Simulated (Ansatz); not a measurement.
Task: an SCF with some post-processing of CsSnBr3, space group Pm-3m, with Ansatz's Python interface. Give the script and its output. Use: r2SCAN, PAW, cutoff 762 eV, 3×3×3 k-points, Fermi-Dirac smearing of 0.01 eV.

```cif
data_structure
_symmetry_space_group_name_H-M 'P 1'
_symmetry_Int_Tables_number 1
_cell_length_a 5.8390
_cell_length_b 5.8390
_cell_length_c 5.8390
_cell_angle_alpha 90.000
_cell_angle_beta 90.000
_cell_angle_gamma 90.000
_cell_volume 199.07
loop_
_atom_site_label
_atom_site_type_symbol
_atom_site_fract_x
_atom_site_fract_y
_atom_site_fract_z
_atom_site_occupancy
Cs1 Cs 0.00000 0.00000 0.00000 1
Sn1 Sn 0.50000 0.50000 0.50000 1
Br1 Br 0.50000 0.00000 0.50000 1
Br2 Br 0.50000 0.50000 0.00000 1
Br3 Br 0.00000 0.50000 0.50000 1
```

`analyse_cssnbr3.py`
```python
"""Bonding analysis of CsSnBr3."""

from pathlib import Path
import itertools
import warnings

import ansatz as az
from ase.io.cube import read_cube_data
from ase.units import Bohr
import numpy as np
from pymatgen.core import Structure


def main() -> None:
    warnings.simplefilter("ignore", az.DeckWarning)

    xtal = (
        az.Lattice.cubic(5.839006)
        .space_group(221)
        .atom("Cs", [0.0, 0.0, 0.0])
        .atom("Sn", [0.5, 0.5, 0.5])
        .atom("Br", [0.5, 0.0, 0.5])
    )

    calc = xtal.calculation()
    calc = calc.functional(az.Functional.R2SCAN)
    calc = calc.basis(56 * az.Ry).kpoints(3, 3, 3, center="gamma")
    calc = calc.occupations("fermi_dirac", width=0.01)
    calc = calc.band_densities([("v1", "v1"), ("c1", "c1")])
    calc = calc.density_of_states(energy_step=0.05, method="smearing", broadening_width=0.15, projected=True).density()
    calc = calc.output_files(volumetric_format=["cube", "npy"])
    session = calc.session()
    planned = session.plan(threads=1)
    outcome = planned.execute()
    rep = outcome.report

    n_atoms = len(rep["lattice"]["sites"])
    print("F =", round(rep["free_energy_ev"], 4), "eV for", n_atoms, "atoms")
    print("E(sigma -> 0) =", round(rep["energy_sigma0_ev"], 4), "eV, TS =", round(rep["entropy_ts_ev"], 5), "eV")
    print("closed by", rep["closed_by"], "after", rep["n_iterations"], "iterations")

    # how spread out the top filled and lowest empty bands are
    for name, window in zip(("top filled band", "lowest empty band"), outcome.band_densities().windows):
        field = window.outcome.density.channels[0].density_e_per_ang3
        ratio = field.mean() ** 2 / np.mean(field ** 2)
        print(f"{name}: band {window.window.first}, participation ratio {ratio:.3f} of the cell")

    dos = outcome.density_of_states()
    energy = np.asarray(dos.energies_ev) - dos.fermi_ev
    projected = outcome.projected_density_of_states()
    # electrons in each projected shell, from the curves below the Fermi level
    step = energy[1] - energy[0]
    for index, site in enumerate(projected.sites):
        for shell in site.shells:
            curve = sum(np.sum(part.g_bin_mean_per_ev, axis=0) for part in shell.curves)
            print(f"site {index} {site.species:2s} {shell.label:3s} filled {curve[energy <= 0].sum() * step:7.3f}  at E_F {np.interp(0, energy, curve):7.3f} /eV")

    # cube files hold the density in electrons per cubic bohr
    folder = Path(outcome.write_results("cubes"))
    print("\n".join((folder / "rho.cube").read_text().splitlines()[: 6 + 5]))
    values, cube_atoms = read_cube_data(str(folder / "rho.cube"))
    print("electrons from the file:", round(values.mean() * cube_atoms.get_volume() / Bohr ** 3, 3))

    final = Structure(outcome.lattice.cell_ang, [s.symbol for s in outcome.lattice.sites], [s.position_frac for s in outcome.lattice.sites])
    # count neighbours out to a fixed multiple of the shortest distance
    for index, (site, neighbours) in enumerate(zip(final, final.get_all_neighbors(5.5))):
        first = min(n.nn_distance for n in neighbours)
        shell = [n for n in neighbours if n.nn_distance < 1.2 * first]
        mean = sum(n.nn_distance for n in shell) / len(shell)
        print(f"atom {index} {site.specie.symbol}: {len(shell)} neighbours within 1.2 of the shortest distance, mean {mean:.3f} A")

    for term in (az.EnergyTerm.SMEARING, az.EnergyTerm.DISPERSION):
        print(f"F without {term.name.lower()}: {az.free_energy_without(rep, term):.5f} eV")

    # valence electrons inside a sphere about each atom
    rho = outcome.density()
    total = sum(channel.density_e_per_ang3 for channel in rho.channels[:2])
    grid_cell = np.asarray(rho.fft_grid_basis) @ outcome.lattice.cell_ang
    mesh = np.stack(np.meshgrid(*[np.arange(n) / n for n in rho.dims], indexing="ij"), axis=-1)
    for site in outcome.lattice.sites:
        offset = mesh - site.position_ang @ np.linalg.inv(grid_cell)
        offset -= offset.round()
        distance = np.min([np.linalg.norm((offset + shift) @ grid_cell, axis=-1) for shift in itertools.product((-1, 0, 1), repeat=3)], axis=0)
        inside = [total[distance < radius].sum() * rho.cell_volume_ang3 / total.size for radius in (0.8, 1.0, 1.2)]
        print(site.symbol, "electrons within 0.8, 1.0, 1.2 A:", np.round(inside, 2))


if __name__ == "__main__":
    main()
```

```console
$ python analyse_cssnbr3.py
F = -20110.0854 eV for 5 atoms
E(sigma -> 0) = -20110.0854 eV, TS = 0.0 eV
closed by deck_thresholds after 6 iterations
top filled band: band 22, participation ratio 0.197 of the cell
lowest empty band: band 23, participation ratio 0.237 of the cell
site 0 Cs 5S  filled   1.997  at E_F   0.000 /eV
site 0 Cs 6S  filled   0.244  at E_F   0.000 /eV
site 0 Cs 5P  filled   5.993  at E_F   0.000 /eV
site 1 Sn 5S  filled   1.889  at E_F   0.000 /eV
site 1 Sn 5P  filled   1.610  at E_F   0.000 /eV
site 1 Sn 4D  filled   9.998  at E_F   0.000 /eV
site 2 Br 4S  filled   1.886  at E_F   0.000 /eV
site 2 Br 4P  filled   5.494  at E_F   0.000 /eV
site 3 Br 4S  filled   1.886  at E_F   0.000 /eV
site 3 Br 4P  filled   5.494  at E_F   0.000 /eV
site 4 Br 4S  filled   1.886  at E_F   0.000 /eV
site 4 Br 4P  filled   5.494  at E_F   0.000 /eV
ansatz rho
values in e/bohr^3 (x slowest, z fastest)
    5    0.000000    0.000000    0.000000
   54    0.204336    0.000000    0.000000
   54    0.000000    0.204336    0.000000
   54    0.000000    0.000000    0.204336
   55   55.000000    0.000000    0.000000    0.000000
   50   50.000000    5.517061    5.517061    5.517061
   35   35.000000    5.517061    0.000000    5.517061
   35   35.000000    0.000000    5.517061    5.517061
   35   35.000000    5.517061    5.517061    0.000000
electrons from the file: 44.0
atom 0 Cs: 12 neighbours within 1.2 of the shortest distance, mean 4.129 A
atom 1 Sn: 6 neighbours within 1.2 of the shortest distance, mean 2.920 A
atom 2 Br: 2 neighbours within 1.2 of the shortest distance, mean 2.920 A
atom 3 Br: 2 neighbours within 1.2 of the shortest distance, mean 2.920 A
atom 4 Br: 2 neighbours within 1.2 of the shortest distance, mean 2.920 A
F without smearing: -20110.08539 eV
F without dispersion: -20110.08539 eV
Cs electrons within 0.8, 1.0, 1.2 A: [2.14 3.91 5.58]
Sn electrons within 0.8, 1.0, 1.2 A: [ 8.67 10.15 11.2 ]
Br electrons within 0.8, 1.0, 1.2 A: [2.25 3.77 5.13]
Br electrons within 0.8, 1.0, 1.2 A: [2.25 3.77 5.13]
Br electrons within 0.8, 1.0, 1.2 A: [2.25 3.77 5.13]
```

These settings explore the input space; cutoff and mesh may be short of convergence. Along an axis with an odd division the mesh misses the point at one half; a gap read on a finite mesh is an upper bound on this functional's gap. Semilocal gaps usually lie well under measured ones. The Fermi level of a run with fixed occupations marks the highest occupied state on its mesh, not mid-gap. Projections exist only for the shells that the potentials hold, some of them semicore, and samples at single energies can miss narrow peaks. The empty d shell of the heavier alkali and alkaline-earth atoms, which makes much of a conduction band, may have no channel. In a crystal with a gap the Fermi level's place inside it depends on smearing and mesh. The crystal has a gap of about 3.49 eV on the mesh; any density of states at or just above the Fermi level is the tail of the broadening. The fields are valence quantities on the plane-wave grid; their values near the nuclei depend on the potentials. This cell is a computed structure, which may not be the phase found in nature. Gaps and levels are Kohn-Sham values on a finite set of k-points, without spin-orbit coupling. The computed bands are complete only to about 4.2 eV above the Fermi level; beyond that the density of states is undercounted. By the engine's processor time: 8.2 s on 1 thread of Intel(R) Xeon(R) Processor @ 2.30GHz, with other jobs on the host, peak memory 1.3 GiB.
